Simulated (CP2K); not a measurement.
HfO2 under changes of volume

One of the cells (11.152 Å³/atom); the others are scaled copies at fixed shape and fractional positions:

```
CELL_PARAMETERS angstrom
3.61685 0.00000 0.00000
1.80843 3.13229 0.00000
1.80843 1.04410 2.95315
ATOMIC_POSITIONS crystal
Hf 0.00000 0.00000 0.00000
O 0.75000 0.75000 0.75000
O 0.25000 0.25000 0.25000
```

Measurements of this composition are mostly on another form, of space group No. 14.

| Property | Result |
| --- | --- |
| Program | CP2K 2026.2 |
| Functional | PBEsol |
| Potentials or basis | POTENTIAL_UZH Hf GTH-PBE-q12, O GTH-PBE-q6; TZVP-MOLOPT-PBE-GTH basis |
| Density cutoff | 8163 eV |
| k mesh | 9 × 9 × 9 |
| Occupations | fermi-dirac, width 0.0259 eV |
| Spin | no spin polarisation |

```tsv
volume (Å³/atom)	energy over the lowest point (meV/atom)	pressure (GPa)	gap on the mesh (eV)
10.483	0.00	0.5	4.06
10.706	?	?	?
10.929	13.14	-9.6	3.93
11.152	29.58	-13.9	3.87
11.375	51.70	-17.8	3.82
11.598	78.91	-21.2	3.76
11.821	110.11	-24.3	3.70
```

Task: What does the run at 10.706 Å³/atom give?

Result: Energy over the lowest point 3.03 meV/atom; pressure -4.8 GPa; gap on the mesh 3.99 eV.

Worked out: A Birch-Murnaghan fit of order 3 (a polynomial in V^(-2/3)) to the other rows has its minimum at 10.51 Å³/atom with B0 = V·E''(V) = 275 GPa and B' = 5.1. It gives 2.92 meV/atom at 10.706 Å³/atom, against the run's 3.03, and -dE/dV = -4.8 GPa, against -4.8. A straight line through the other rows of the gap, of slope -2.96 eV per unit of ln V, gives 3.99 eV, against the run's 3.99.

Energies are extrapolated to zero smearing.

Caveats: the potentials were made for another functional, which shifts forces and pressure; spin-orbit coupling is left out, which moves the levels of the heavy elements; an odd mesh through Γ misses points on the zone boundary, where band edges often lie; the basis of atomic orbitals isn't converged, which shifts pressures, moduli and gaps.
